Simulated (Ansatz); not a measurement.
# Ru (P6_3/mmc) in Ansatz: convergence with scf convergence dr2 threshold

Aim: find how far scf convergence dr2 threshold must go before the results for Ru settle, at r2SCAN. This setting moves, with any that are tied to it; all else stays.

Program: Ansatz 0.2.0. These are calculated values, not measurements. Logs are shortened: lines on timing, memory, paths and dates and some standing lists are left out, and cuts for length are marked.

## (1) The crystal as given

Symmetry: P6_3/mmc, No. 194, hexagonal system. Conventional cell: a = 2.706 Å, b = 2.706 Å, c = 4.282 Å, α = 90.00°, β = 90.00°, γ = 120.00°. Ru (site symmetry -6m2) is surrounded by 12 Ru at 2.65 to 2.71 Å.

## (2) With scf convergence dr2 threshold 0.01

The input, input.yaml:

```yaml
crystal:
  lattice:
    - [2.7058, 0.0, 0.0]
    - [-1.3529, 2.3432915376, 0.0]
    - [0.0, 0.0, 4.2819]
  atoms:
    - { symbol: Ru, position: [0.6666666667, 0.3333333333, 0.75] }
    - { symbol: Ru, position: [0.3333333333, 0.6666666667, 0.25] }
hamiltonian:
  xc: r2scan
  pseudopotentials: { kind: paw }
kpoints:
  mp_grid: { grid: [9, 9, 5] }
scf:
  occupations: { method: gaussian, width: 0.1 }
  convergence: { dr2_threshold: 0.01 }
output:
  forces: true
  stress: true
  eigenvalues: true
```

Potentials or basis: Ansatz PAW.

Started as:

```
> ansatz run input.yaml --threads 2 --pin off --max-ram 5632MiB --backend cpu --events-out ev --progress --plain --runs-dir out
```

Output:

```text
Warning: scf.convergence.dr2_threshold = 1e-2 eV is looser than this run's default, which is 1e-7 eV or tighter. The error in the forces grows as the threshold's square root, so leave the key out unless less accurate forces are enough
Warning: output.stress: scf.convergence.dr2_threshold = 1e-2 eV is looser than the 2e-10 eV advised for a printed stress (1e-10 eV for each atom of the cell: 2). What an SCF threshold leaves in a stress goes as its square root, and in the free energy as the threshold itself, and one threshold admits the most on a small cell: of the crystals measured, under no hybrid functional and no lock of the moments, on runs that ended without the residual-converged pass, on stresses that held no estimate of that error, the worst erred by over 100 MPa in a component at 1e-7 eV an atom and by under 5 at 1e-10. Set scf.convergence.dr2_threshold to 2e-10 eV or tighter. The threshold is an SCF's pass mark: one that does not reach it within its budget of iterations ends unconverged, or closes short of it on a stop that the run arms, and scf.convergence.dr2_threshold's page says what that costs each kind of run
Warning: RAYON_NUM_THREADS=2 ignored (pool sized by the plan → 2); use --threads N
Engine: ansatz 0.2.0, x86_64-unknown-linux-gnu
Pseudopotentials: kind: paw
Pseudopotential: Ru, paw, valence charge 16, recommended cutoff 500 eV (meta_gga), Ru.paw.azcp
Functional definition: r2SCAN
  parameter k0 = 0.174
  parameter k1 = 0.065
  parameter a1 = 4.9479
  exchange = r2scan_x(k0 = k0, k1 = k1, a1 = a1)
  correlation = r2scan_c
Crystal: 2 atoms, lattice volume = 27.149 Å³
Basis set: ecut = 500 eV, 687 PW (Γ), exchange–correlation on 80×80×128 points (64 copies of the dense FFT grid, shifted against one another)
Bands: 20, of which v1, the nominal top of the filled ones, is band 16 counted from 1 (15 counted from 0)
Symmetry: 24 space group operations
Space group: P63/mmc (ITA 194), of the structure as read, at distance tolerance 3.0e-5 Å
k-points: 36 of 405
Non-local potential: Ru, projectors of the file, l = 0: 3, l = 1: 2, l = 2: 2, l = 3: 1
PAW form: soft (Blöchl's): semilocal exchange-correlation on the pseudo side does not see the compensation charge
PAW frozen core: Ru, regenerated for the run's functional (the file was generated under x = pbe(κ = 0.804, μ = 0.2195149727645171), c = pbe(β = 0.06672455060314922))
PAW one-centre angular grid: Ru, 590 points (default); XC on 160 Gauss nodes
Initial density: superposition of atomic densities (neutral atoms: chi_scale 0, normalization atom), corrected by the library's trained network
Initial wavefunctions: pseudopotential atomic-orbital guess
Functional: x = r2scan, c = r2scan; τ floored in thin density (d = 2e-4 eV/Å³)
SCF iter   1: F=—  HF=-11781.416320 eV  |F-HF|=—  |Δ(HF+E_count)|=         —  Δρ=1.14e-2  dr2=1.22e-2  dr2_τ=1.47e-2  ethr=1.77e-3  ⟨swp⟩=4.9  Hψ=2912  notcnv=0
preconditioner: auto → none  [metal: Δε(μ)=0.014 eV  Ē_g=6.113 eV  σ=0.100 eV  W_gap=0.08  n_scr=8 (ndim 8)  ℏωp=28.5 eV  f_vac=0.000  D(μ)=1.44/eV (n_scr^D=22)  sad-step TF]
SCF iter   2: F=—  HF=-11781.436591 eV  |F-HF|=—  |Δ(HF+E_count)|=   2.03e-2  Δρ=6.10e-3  dr2=2.67e-3  dr2_τ=2.01e-4  ethr=3.80e-5  ⟨swp⟩=2.0  Hψ=1663  notcnv=0  defer=5
iter 3 did not close the SCF: its close was put off for the readings that it lacked (scf_convergence_deferred on its scf_iter line)
SCF iter   3: F=-11781.439627 eV  HF=-11781.439521 eV  |F-HF|=1.05e-4  |Δ(HF+E_count)|=   2.93e-3  Δρ=1.18e-3  dr2=1.83e-4  dr2_τ=3.31e-5  ethr=8.35e-6  ⟨swp⟩=2.0  Hψ=1006  notcnv=0  defer=5
iter 4 did not close the SCF: its close was put off for the readings that it lacked (scf_convergence_deferred on its scf_iter line)
SCF iter   4: F=-11781.439734 eV  HF=-11781.439706 eV  |F-HF|=2.76e-5  |Δ(HF+E_count)|=   1.85e-4  Δρ=2.85e-4  dr2=1.03e-5  dr2_τ=1.65e-6  ethr=5.73e-7  ⟨swp⟩=2.1  Hψ=1230  notcnv=0  defer=5
iter 5 did not close the SCF: its close was put off for the readings that it lacked (scf_convergence_deferred on its scf_iter line)
SCF iter   5: F=-11781.439741 eV  HF=-11781.439740 eV  |F-HF|=1.01e-6  |Δ(HF+E_count)|=   3.33e-5  Δρ=8.10e-5  dr2=6.23e-7  dr2_τ=1.68e-7  ethr=3.23e-8  ⟨swp⟩=2.0  Hψ=1223  notcnv=0  defer=5
SCF iter   6: F=-11781.439741 eV  HF=-11781.439741 eV  |F-HF|=9.25e-9  |Δ(HF+E_count)|=   1.34e-6  Δρ=1.83e-5  dr2=3.77e-8  dr2_τ=1.28e-8  ethr=1.95e-9  ⟨swp⟩=2.1  Hψ=2405  notcnv=0
SCF 1 converged in 6 iterations: F = -11781.439741 eV  dr2 = 3.77e-8
SCF converged after 6 iterations
Free energy (F): -11781.439741 eV
Harris-Foulkes:  -11781.439741 eV  (|F-HF|=9.25e-9)
Internal energy: -11781.432070 eV  (E = F + TS)
E sigma→0 (E₀):  -11781.435905 eV
Entropy (-TS):   -0.007671 eV (-3.836 meV/atom)
Fermi energy:    23.490161 eV
--- Per-component energies (eV) ---
  E_band       = -138.351708
  E_kinetic    = 1027.911403
  E_local      = -2512.284907  (includes V_loc(G=0)·N_el)
  E_nonlocal   = 685.413218
  E_hartree    = 806.674327
  E_xc         = -368.456759
  E_vxc        = -533.804408  (∫ρ·V_xc dr)
  E_paw        = -6957.612370  (= ΣΔE_a)
  E_vpaw       = -456.510289  (= ΣTr[D̂ρ^β])
  E_aug_tail   = 0.000202  (compensation charges beyond the density's cutoff)
  E_vtau       = 37.566703  (kinetic-family band-sum trace: ∫τ·v_τ [+ j·A + Jᵃ·Aᵃ] dr)
  E_ewald      = -4462.455271
  E_core_change = -0.621911  (= ΣΔE_core)
  E_smearing   = -0.007671  (= −TS)
  E_closure    = 0.000000  (closes the sum)
  Σ components = -11781.439741   (vs F -11781.439741, Δ=0.00e0)
--- Forces (eV/Å), atoms counted from 1 ---
  atom   1  Ru    -0.00000000     0.00000000    -0.00000000
  atom   2  Ru     0.00000000    -0.00000000     0.00000000
  max |Σ_I F_I| component: 4.63e-18 eV/Å
--- Stress (GPa, compression-positive) ---
       -2.134230       0.000000      -0.000000
        0.000000      -2.134230      -0.000000
       -0.000000      -0.000000      -2.565190
  P = ⅓ Tr σ = -2.2779 GPa (-22.779 kbar)
--- Band table (eV; the first three rows and the last of 36) ---
  k-point 0: bands = ["-51.9569", "-51.7332", "-21.6768", "-20.6961", "-20.6961", "-20.5144", "-20.5144", "-20.4490", "15.0659", "16.9151", "20.6826", "20.6826", "20.8764", "21.3821", "21.3821", "21.9305", "21.9305", "24.6209", "24.6209", "24.7480"]
  k-point 1: bands = ["-51.9359", "-51.7549", "-21.5644", "-20.6789", "-20.6789", "-20.5717", "-20.5318", "-20.5318", "15.5229", "17.0608", "20.4830", "20.4830", "20.6614", "21.1336", "21.1336", "22.4879", "22.4879", "23.3973", "24.6155", "24.6155"]
  k-point 2: bands = ["-51.8805", "-51.8114", "-21.2660", "-20.8872", "-20.6337", "-20.6337", "-20.5775", "-20.5775", "16.6169", "17.2449", "20.3738", "20.4095", "20.4095", "20.6789", "20.6789", "21.2329", "23.4880", "23.4880", "24.3023", "24.3023"]
  k-point 35: bands = ["-51.7151", "-51.7151", "-21.4147", "-21.4147", "-21.2180", "-21.0972", "-20.6845", "-20.6845", "18.5215", "18.5215", "18.6936", "19.3664", "20.5181", "20.5181", "22.0091", "22.5319", "24.6611", "24.6611", "32.0363", "32.0363"]
```

It took 5.9 s on 2 threads of Intel Xeon at 2.50GHz (Skylake/Cascade Lake), shared host; peak memory 0.36 GiB.

What came out:

```
Free energy            : -11781.4397 eV
Pressure               : -2.3 GPa
Band gap on the k mesh : none (metal or under the smearing width)
```

## (3) With scf convergence dr2 threshold 0.001

input.yaml: that of step 2 with these lines changed.

```diff
@@ -15,3 +15,3 @@
   occupations: { method: gaussian, width: 0.1 }
-  convergence: { dr2_threshold: 0.01 }
+  convergence: { dr2_threshold: 0.001 }
 output:
```

Potentials or basis: Ansatz PAW.

Started as:

```
> ansatz run input.yaml --threads 2 --pin off --max-ram 5632MiB --backend cpu --events-out ev --progress --plain --runs-dir out
```

It took 6.5 s on 2 threads of Intel Xeon at 2.50GHz (Skylake/Cascade Lake), shared host; peak memory 0.36 GiB.

Results:

| Item | Value |
| --- | --- |
| Free energy | -11781.4397 eV |
| Pressure | -2.3 GPa |
| Band gap on the k mesh | none (metal or under the smearing width) |

## (4) With scf convergence dr2 threshold 0.0001

input.yaml: that of step 3 with these lines changed.

```diff
@@ -15,3 +15,3 @@
   occupations: { method: gaussian, width: 0.1 }
-  convergence: { dr2_threshold: 0.001 }
+  convergence: { dr2_threshold: 0.0001 }
 output:
```

Started as:

```
> ansatz run input.yaml --threads 2 --pin off --max-ram 5632MiB --backend cpu --events-out ev --progress --plain --runs-dir out
```

Run time: 7.4 s. Hardware: 2 threads of Intel Xeon at 2.50GHz (Skylake/Cascade Lake), shared host; peak memory 0.36 GiB.

Results:

```
Free energy            : -11781.4397 eV
Pressure               : -2.3 GPa
Band gap on the k mesh : none (metal or under the smearing width)
```

## (5) With scf convergence dr2 threshold 1e-05

input.yaml: that of step 4 with these lines changed.

```diff
@@ -15,3 +15,3 @@
   occupations: { method: gaussian, width: 0.1 }
-  convergence: { dr2_threshold: 0.0001 }
+  convergence: { dr2_threshold: 1.0e-05 }
 output:
```

Started as:

```
> ansatz run input.yaml --threads 2 --pin off --max-ram 5632MiB --backend cpu --events-out ev --progress --plain --runs-dir out
```

It took 8.2 s on 2 threads of Intel Xeon at 2.50GHz (Skylake/Cascade Lake), shared host; peak memory 0.36 GiB.

What came out:

```yaml
Free_energy: -11781.4397 eV
Pressure: -2.3 GPa
Band_gap_on_the_k_mesh: none (metal or under the smearing width)
```

## (6) With scf convergence dr2 threshold 1e-06

input.yaml: that of step 5 with these lines changed.

```diff
@@ -15,3 +15,3 @@
   occupations: { method: gaussian, width: 0.1 }
-  convergence: { dr2_threshold: 1.0e-05 }
+  convergence: { dr2_threshold: 1.0e-06 }
 output:
```

Potentials or basis: Ansatz PAW.

Started as:

```
> ansatz run input.yaml --threads 2 --pin off --max-ram 5632MiB --backend cpu --events-out ev --progress --plain --runs-dir out
```

Run time: 6.1 s. Hardware: 2 threads of Intel Xeon at 2.50GHz (Skylake/Cascade Lake), shared host; peak memory 0.36 GiB.

The run converged. Its results:

```yaml
Free_energy: -11781.4397 eV
Pressure: -2.3 GPa
Band_gap_on_the_k_mesh: none (metal or under the smearing width)
```

## (7) With scf convergence dr2 threshold 1e-07

input.yaml: that of step 6 with these lines changed.

```diff
@@ -15,3 +15,3 @@
   occupations: { method: gaussian, width: 0.1 }
-  convergence: { dr2_threshold: 1.0e-06 }
+  convergence: { dr2_threshold: 1.0e-07 }
 output:
```

Started as:

```
> ansatz run input.yaml --threads 2 --pin off --max-ram 5632MiB --backend cpu --events-out ev --progress --plain --runs-dir out
```

It took 6.5 s on 2 threads of Intel Xeon at 2.50GHz (Skylake/Cascade Lake), shared host; peak memory 0.36 GiB.

The run converged. Its results:

```
Free energy            : -11781.4397 eV
Pressure               : -2.3 GPa
Band gap on the k mesh : none (metal or under the smearing width)
```

## (8) With scf convergence dr2 threshold 1e-09

input.yaml: that of step 7 with these lines changed.

```diff
@@ -15,3 +15,3 @@
   occupations: { method: gaussian, width: 0.1 }
-  convergence: { dr2_threshold: 1.0e-07 }
+  convergence: { dr2_threshold: 1.0e-09 }
 output:
```

Started as:

```
> ansatz run input.yaml --threads 2 --pin off --max-ram 5632MiB --backend cpu --events-out ev --progress --plain --runs-dir out
```

Run time: 7 s. Hardware: 2 threads of Intel Xeon at 2.50GHz (Skylake/Cascade Lake), shared host; peak memory 0.36 GiB.

It converged, with:

* Free energy: -11781.4397 eV
* Pressure: -2.3 GPa
* Band gap on the k mesh: none (metal or under the smearing width)

## (9) With scf convergence dr2 threshold 1e-11

input.yaml: that of step 8 with these lines changed.

```diff
@@ -15,3 +15,3 @@
   occupations: { method: gaussian, width: 0.1 }
-  convergence: { dr2_threshold: 1.0e-09 }
+  convergence: { dr2_threshold: 1.0e-11 }
 output:
```

Potentials or basis: Ansatz PAW.

Started as:

```
> ansatz run input.yaml --threads 2 --pin off --max-ram 5632MiB --backend cpu --events-out ev --progress --plain --runs-dir out
```

Wall time 8.6 s (2 threads of Intel Xeon at 2.50GHz (Skylake/Cascade Lake), shared host); peak memory 0.36 GiB.

It converged, with:

| Item | Value |
| --- | --- |
| Free energy | -11781.4397 eV |
| Pressure | -2.3 GPa |
| Band gap on the k mesh | none (metal or under the smearing width) |

## (10) The series at a glance

| scf convergence dr2 threshold | energy less the tightest run, at zero smearing (meV/atom) | SCF cycles | CPU time (s) | peak memory (GiB) |
| --- | --- | --- | --- | --- |
| 0.01 | 0.00 | 6 | 5.2 | 0.36 |
| 0.001 | 0.00 | 6 | 5.3 | 0.36 |
| 0.0001 | 0.00 | 6 | 5.5 | 0.36 |
| 1e-05 | 0.00 | 6 | 5.5 | 0.36 |
| 1e-06 | 0.00 | 6 | 5.2 | 0.36 |
| 1e-07 | 0.00 | 6 | 5 | 0.36 |
| 1e-09 | 0.00 | 7 | 5.5 | 0.36 |
| 1e-11 | 0.00 | 9 | 6.1 | 0.36 |

Against the tightest run, the energy stays within 1 meV/atom from 0.01 on. The tightest run that finished is the yardstick and may itself not be fully converged.

Caveats: the PAW data sets come from PBE, with cores solved anew for the run's functional, which leaves a small shift of forces and pressure.
